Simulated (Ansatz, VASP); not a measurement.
## Ti: VASP beside Ansatz

File INCAR:

```
SYSTEM = Ti
ALGO = Normal
EDIFF = 1E-6
ENCUT = 520
GGA = PS
ISIF = 2
ISMEAR = 0
LASPH = .TRUE.
LCHARG = .FALSE.
LREAL = .FALSE.
LWAVE = .FALSE.
NBANDS = 12
NELM = 100
PREC = Accurate
SIGMA = 0.1
```

KPOINTS

```
k-points
0
G
  8 8 8
  0 0 0
```

POSCAR

```
Ti
1.0
   -1.6410000000      1.6410000000      1.6410000000
    1.6410000000     -1.6410000000      1.6410000000
    1.6410000000      1.6410000000     -1.6410000000
Ti
1
Direct
    0.0000000000      0.0000000000      0.0000000000
```

Input for Ansatz:

```yaml
crystal:
  lattice:
    - [-1.641, 1.641, 1.641]
    - [1.641, -1.641, 1.641]
    - [1.641, 1.641, -1.641]
  atoms:
    - { symbol: Ti, position: [0.0, 0.0, 0.0] }
basis:
  ecutwfc: 420
kpoints:
  mp_grid: { grid: [8, 8, 8] }
hamiltonian:
  xc: pbesol
scf:
  occupations: { method: gaussian, width: 0.1 }
  lower_state_search: "off"
output:
  forces: true
  stress: true
  eigenvalues: true
```

Alike in both runs: task single point; functional PBEsol; k mesh 8 × 8 × 8; occupations gaussian, width 0.1 eV; no spin polarisation.

|  | VASP | Ansatz |
| --- | --- | --- |
| version | VASP 6.6.1 | Ansatz 0.2.0 |
| potentials or method | VASP PAW PBE potentials, release 64 (Ti_sv) | scalar-relativistic, plane waves, PAW |
| plane-wave cutoff (eV) | 520 | 420 |
| valence electrons in the cell | 12 | 12 |

|  | VASP | Ansatz | Ansatz less VASP |
| --- | --- | --- | --- |
| gap on the k mesh at the Fermi level (eV) | none | none | - |
| pressure (GPa) | -7.1 | -6.9 | +0.17 |

A gap of «none» marks a metal or a gap that the smearing closes.

Caveats: the PAW data sets were made with another functional, which shifts forces and pressure a little (VASP).
